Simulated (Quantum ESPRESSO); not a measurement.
Runs of Quantum ESPRESSO 7.5 on GaN. The structure is hexagonal, space group P6_3mc (No. 186). Conventional cell: a = 3.180 Å, b = 3.180 Å, c = 5.166 Å, α = 90.00°, β = 90.00°, γ = 120.00°. Ga (site symmetry 3m) has 4 N at 1.94 to 1.95 Å as nearest neighbours. Around N (site symmetry 3m) lie 4 Ga at 1.94 to 1.95 Å. 

| level | potentials or basis | form of the LDA correlation | pressure (GPa) | largest force (eV/Å) |
| --- | --- | --- | --- | --- |
| WC | GBRV 1.5 PBE | - | 2.1 | 0.13 |
| AM05 | GBRV 1.5 PBE | - | 1.8 | 0.13 |
| PBEsol | GBRV 1.5 PBEsol | - | 1.5 | 0.13 |
| PBE | GBRV 1.5 PBE | - | (a) | 0.14 |
| LDA | GBRV 1.5 LDA | PZ81 | -3.7 | 0.13 |
| BLYP | GBRV 1.5 PBE | - | (b) | 0.13 |

Alike in all rows: task dielectric tensor; no spin polarisation; cell as given; k mesh 6 × 6 × 4, shifted; cutoff (eV) 762; smearing fermi-dirac 0.05 eV.

Problem. Estimate the missing entries.

Solution. (a) 7.6; (b) 14.0.

Caveats: the potentials were made for another functional, which shifts forces and pressure (some runs); the cell is more than 3 GPa from zero pressure, which shifts response properties (some runs).
